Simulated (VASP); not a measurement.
Wanted: the native input for a VASP 6.6.1 run.

* Task: relaxation of cell and atoms
* Functional: PBE
* Dispersion: D3(BJ)
* Potentials or basis: VASP PAW PBE potentials, release 64 (Ti_sv, S)
* Cutoff: 600 eV
* k mesh: 12 × 12 × 7
* Occupations: methfessel-paxton, width 0.1 eV
* Spin: no spin polarisation
* Further INCAR settings: ALGO = Normal; EDIFF = 1e-06; IBRION = 2; EDIFFG = -0.01; NSW = 90; ISIF = 3

The structure of TiS2 lies in POSCAR:

```
TiS2
1.0
    3.4120000000      0.0000000000      0.0000000000
   -1.7060000000      2.9548786777      0.0000000000
    0.0000000000      0.0000000000      5.6950000000
Ti S
1 2
Direct
    0.0000000000      0.0000000000      0.0000000000
    0.3333333333      0.6666666667      0.2500000000
    0.6666666667      0.3333333333      0.7500000000
```

One way to write it, as run:

INCAR

```
ALGO = Normal
EDIFF = 1E-6
EDIFFG = -0.01
ENCUT = 600
GGA = PE
IBRION = 2
ISIF = 3
ISMEAR = 1
IVDW = 12
KPAR = 4
LASPH = T
LCHARG = F
LREAL = F
LWAVE = F
NELM = 80
NSW = 90
PREC = Accurate
SIGMA = 0.1
```

KPOINTS

```
k-points
0
Gamma
  12 12 7
```

Potentials or basis: VASP PAW PBE potentials, release 64 (Ti_sv, S).

Command:

```bash
$ cat potpaw_PBE.64/Ti_sv/POTCAR potpaw_PBE.64/S/POTCAR > POTCAR
$ mpirun -np 4 vasp_std > vasp.out
```

It gave:

```yaml
Relaxed_volume: 17.98 Å³/atom
Relaxed_cell: a = 3.358 Å, b = 3.358 Å, c = 5.523 Å, α = 90.00°, β = 90.00°, γ = 120.00°
Space_group_after_relaxing_to_0.05_Å: P-3m1 (No. 164)
Energy_gained_by_relaxing: 8.8 meV/atom
Ionic_steps: 15
Pressure_after_relaxing: 0.0 GPa
Largest_force_after_relaxing: 0.003 eV/Å
Band_gap_on_the_k_mesh: none (metal or under the smearing width)
Dispersion_energy_per_atom: -0.410 eV
```

Caveat: pairwise dispersion overbinds metals, which lowers pressure and volume.

Run time: 2.6 min on 4 MPI ranks on Intel(R) Xeon(R) 6975P-C (Granite Rapids), on a shared host, peak memory 0.29 GiB a rank.
